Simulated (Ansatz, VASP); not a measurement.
## GaAs: VASP beside Ansatz

```xyz
2
Lattice="0.0000 2.8268 2.8268 2.8268 0.0000 2.8268 2.8268 2.8268 0.0000" Properties=species:S:1:pos:R:3 pbc="T T T"
As    4.2403    4.2403    4.2403
Ga    0.0000    0.0000    0.0000
```

Alike in both runs: task relaxation of cell and atoms; functional PBE; k mesh 8 × 8 × 8; occupations fermi-dirac, width 0.05 eV; no spin polarisation.

|  | VASP | Ansatz |
| --- | --- | --- |
| version | VASP 6.6.1 | Ansatz 0.2.0 |
| potentials or method | VASP PAW PBE potentials, release 64 (As, Ga) | Ansatz PAW |
| plane-wave cutoff (eV) | 900 | 420 |
| valence electrons in the cell | 8 | 28 |

|  | VASP | Ansatz | Ansatz less VASP |
| --- | --- | --- | --- |
| gap on the k mesh at the Fermi level, each at its own relaxed structure (eV) | 0.15 | 0.16 | +0.006 |
| relaxed volume (Å³/atom) | 23.91 | 23.71 | -0.206 |
| relaxed cell length with the largest relative difference (Å) | 4.074 | 4.063 | -0.0117 |
| energy change over the relaxation (meV/atom) | -16 | -11 | +4.8 |

The two sets of potentials don't hold the same shells in valence.

Caveats: the plane-wave basis is chosen anew once the cell has moved, so the energies of steps on either side of that aren't comparable (Ansatz). A hybrid or GW would open this gap; PBE tends to underestimate it. Zero-point motion and thermal expansion aren't in these numbers. PBE usually gives volumes a little too large and moduli too small.
